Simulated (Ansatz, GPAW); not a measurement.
This is a calculation of ZnSe (Stilleite) for GPAW 26.7.0 (ASE script). 

Contents of run.py:

```python
from ase.dft.bandgap import bandgap
from ase.io import read, write
from ase.units import GPa
from gpaw import GPAW, PW

atoms = read('POSCAR')

calc = GPAW(mode=PW(600),
            xc='PBE',
            kpts={'size': (8, 8, 8), 'gamma': True},
            occupations={'name': 'methfessel-paxton', 'order': 0, 'width': 0.03},
            nbands=18,
            convergence={'density': 1e-05, 'energy': 1e-05},
            maxiter=150,
            txt='gpaw.txt')
atoms.calc = calc
energy = atoms.get_potential_energy()
forces = atoms.get_forces()
stress = atoms.get_stress()
calc.write('gs.gpw')
write('result.traj', atoms)
print(f'Energy: {energy:.6f} eV')
print('Forces (eV/A):')
print(forces.round(4))
print('Stress (GPa):', (stress / GPa).round(3))
print('Fermi level:', round(calc.get_fermi_level(), 4), 'eV')
print(f'Gap: {bandgap(calc)[0]:.4f} eV, direct: {bandgap(calc, direct=True)[0]:.4f} eV')
```

The input POSCAR:

```
ZnSe
1.0
    0.0000000000      2.8338000000      2.8338000000
    2.8338000000      0.0000000000      2.8338000000
    2.8338000000      2.8338000000      0.0000000000
Se Zn
1 1
Direct
    0.7500000000      0.7500000000      0.7500000000
    0.0000000000      0.0000000000      0.0000000000
```

Potentials or basis: GPAW PAW data sets (gpaw-data 1.2.1), pw.

Launch:

```console
$ OMP_NUM_THREADS=1 python run.py
```

Task: What does the same run look like in Ansatz 0.2.0? Potentials or basis there: Ansatz PAW, cutoff 420 eV.

Result: As run (cutoffs and basis follow the program's own potentials, and thresholds, step limits or extra output files can differ):

input.yaml

```yaml
crystal:
  lattice:
    - [0.0, 2.8338, 2.8338]
    - [2.8338, 0.0, 2.8338]
    - [2.8338, 2.8338, 0.0]
  atoms:
    - { symbol: Se, position: [0.75, 0.75, 0.75] }
    - { symbol: Zn, position: [0.0, 0.0, 0.0] }
hamiltonian:
  xc: pbe
  pseudopotentials: { kind: paw }
kpoints:
  mp_grid: { grid: [8, 8, 8] }
scf:
  occupations: { method: gaussian, width: 0.03 }
output:
  forces: true
  stress: true
  eigenvalues: true
```

Potentials or basis: Ansatz PAW.

Launch:

```console
$ ansatz run input.yaml --threads 2 --pin off --max-ram 5632MiB --backend cpu --events-out ev --progress --plain --runs-dir out
```

Both were run:

|  | GPAW | Ansatz |
| --- | --- | --- |
| Pressure | 2.1 GPa | 2.1 GPa |

Ansatz's pressure holds a Pulay term of +0.05 GPa for its cutoff of 420 eV, which the other run lacks.

The potentials hold 18 and 28 valence electrons a cell.

Where Ansatz's input types no cutoff or centring, it takes its own default and a Γ-centred mesh.

Pressure is positive in compression.
